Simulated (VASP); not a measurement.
# C in VASP: one cell, several levels of theory

One table from this session's results is given with a row withheld; the runs are named, their logs left out.

The runs shown are made with VASP 6.6.1. PAW datasets, plane waves. (Simulation; spin polarisation is off.)

**The system as given**

The cell comes from an earlier relaxation with r2SCAN in another program.

The symmetry is Fd-3m (No. 227, cubic); conventional cell a = 3.560 Å, 5.64 Å³ an atom. Near C stand 4 C at 1.54 Å.

Structure file:

Space group Fd-3m:1 (No. 227). a = 3.560 Å, b = 3.560 Å, c = 3.560 Å, α = 90.00°, β = 90.00°, γ = 90.00°
```
atom  site  symmetry       x       y       z
   C    8b      -43m  0.0000  0.0000  0.5000
```

Set-up of the first run:

INCAR

```
ENCUT = 520.000000
SIGMA = 0.020000
EDIFF = 1.00e-07
GGA = PE
PREC = Accurate
IBRION = -1
ISIF = 2
ISMEAR = -1
NBANDS = 11
NELM = 120
NSW = 0
LASPH = .TRUE.
LCHARG = .FALSE.
LWAVE = .FALSE.
LREAL = .FALSE.
```

KPOINTS

```
KPOINTS created by Atomic Simulation Environment
0
Gamma
12 12 12
0 0 0
```

KPOINTS_OPT

```
special points
7
Reciprocal
0.0000000000 0.0000000000 0.0000000000 1
0.5000000000 0.0000000000 0.5000000000 1
0.5000000000 0.2500000000 0.7500000000 1
0.3750000000 0.3750000000 0.7500000000 1
0.5000000000 0.5000000000 0.5000000000 1
0.6250000000 0.2500000000 0.6250000000 1
0.3500000000 0.0000000000 0.3500000000 1
```

POSCAR

```
C
 1.0000000000000000
     0.0000000000000000    1.7801241435693234    1.7801241435693234
     1.7801241435693234   -0.0000000000000000    1.7801241435693234
     1.7801241435693234    1.7801241435693234   -0.0000000000000000
 C
   2
Cartesian
  0.0000000000000000  0.0000000000000000 -0.0000000000000000
  0.8900620717846617  0.8900620717846617  0.8900620717846617
```

The run uses the recommended PBE PAW datasets (8 valence electrons a neutral cell).

Launch:

```sh
mpirun -np 1 vasp_std
```

Among the steps run: PBE; r2SCAN; Single point with LDA; Single point with PBEsol; Dielectric tensor and Born charges, PBE.

One of the session's tables, all rows but one given; the rest of the session is left out.

```
 level  gap (eV)
   PBE      4.15
r2SCAN         ?
   LDA      4.12
PBEsol      4.02
```

Estimate the missing values for r2SCAN.

As computed: gap (eV): 4.34. In the column «gap (eV)» it is the highest.

In words: The gap runs from 4.02 eV (PBEsol) to 4.34 eV (r2SCAN). A mean ε∞ of 5.8 means a refractive index near 2.42 below the gap.
